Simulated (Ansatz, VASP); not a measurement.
# Al: VASP beside Ansatz

```xyz
2
Lattice="4.4853 0.0000 0.0000 -2.2426 3.8844 0.0000 0.0000 0.0000 2.7167" Properties=species:S:1:pos:R:3 pbc="T T T"
Al    0.0000    2.5896    1.3584
Al    2.2427    1.2948    1.3584
```

The cell was built by a generator and needn't be a form met in nature.

Alike in both runs: task single point; functional PBE; k mesh 7 × 7 × 10; occupations fermi-dirac, width 0.05 eV; no spin polarisation.

|  | VASP | Ansatz |
| --- | --- | --- |
| version | VASP 6.6.1 | Ansatz 0.2.0 |
| potentials or method | VASP PAW PBE potentials, release 64 (Al) | Ansatz PAW |
| plane-wave cutoff (eV) | 520 | 420 |
| valence electrons in the cell | 6 | 6 |

Ansatz gave:

```
gap on the k mesh at the Fermi level (eV)       : none
pressure (GPa)                                  : 1.9
largest component of the traceless stress (GPa) : 0.64
```

Task: Which values does VASP return?

Result: gap on the k mesh at the Fermi level (eV): none; pressure (GPa): 1.9; largest component of the traceless stress (GPa): 0.63.

A gap of «none» marks a metal or a gap that the smearing closes. With one functional, cell and mesh, what is left measures potentials, basis and numerics.
